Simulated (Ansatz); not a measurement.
Runs of Ansatz 0.2.0 on C. Symmetry: C2/m, No. 12, monoclinic system. Conventional cell: a = 4.255 Å, b = 2.457 Å, c = 3.765 Å, α = 90.00°, β = 111.49°, γ = 90.00°. C (site symmetry m) has 3 C at 1.42 Å as nearest neighbours. This is a stacking variant of graphite.

```tsv
task	level	cell	cutoff (eV)	points for each segment of the path	gap on the mesh (eV)	pressure (GPa)	relaxed volume (Å³/atom)	largest force (eV/Å)
relaxation of cell and atoms	HSE03	relaxed	420	-	3.25	0.0	(b)	-
band structure	HSEsol	as given	420	4	-	-4.1	-	0.01
band structure	HSE03	as given	420	4	-	(c)	-	0.01
relaxation of cell and atoms	HSE06	relaxed	420	-	3.38	0.0	10.69	-
band structure	HSE06	as given	420	4	-	-2.0	-	0.01
band structure	r2SCANh	as given	500	4	-	-2.0	-	0.01
band structure	r2SCAN50	as given	500	4	-	(a)	-	0.02
relaxation of cell and atoms	PBE0	relaxed	420	-	4.02	0.0	10.69	-
```

Alike in all rows: potentials or basis Ansatz PAW; no spin polarisation; k mesh 7 × 7 × 4; smearing fermi-dirac 0.05 eV; the mesh is coarse, so values aren't converged.

Estimate the missing entries.

(a) -8.6; (b) 10.72; (c) -1.7.

Caveats: all runs use coarse meshes; the PAW data sets come from PBE, with cores solved anew for the run's functional, which leaves a small shift of forces and pressure; the thresholds are loose for stress (some runs); the volume moved by over 15 % at a fixed basis, so the end points are rough (some runs); odd divisions of the mesh miss points on the zone boundary, where band edges often lie, so the gap on the mesh can be too wide (some runs); the plane-wave basis is chosen anew once the cell has moved, so the energies of steps on either side of that aren't comparable (some runs); this functional lacks dispersion, which binds the layers, so the pressure and a relaxed spacing across them are unreliable, and here the layers came unbound (some runs); this functional lacks dispersion, which binds the layers, so the pressure and a relaxed spacing across them are unreliable (some runs).

A k mesh can miss the band edges.
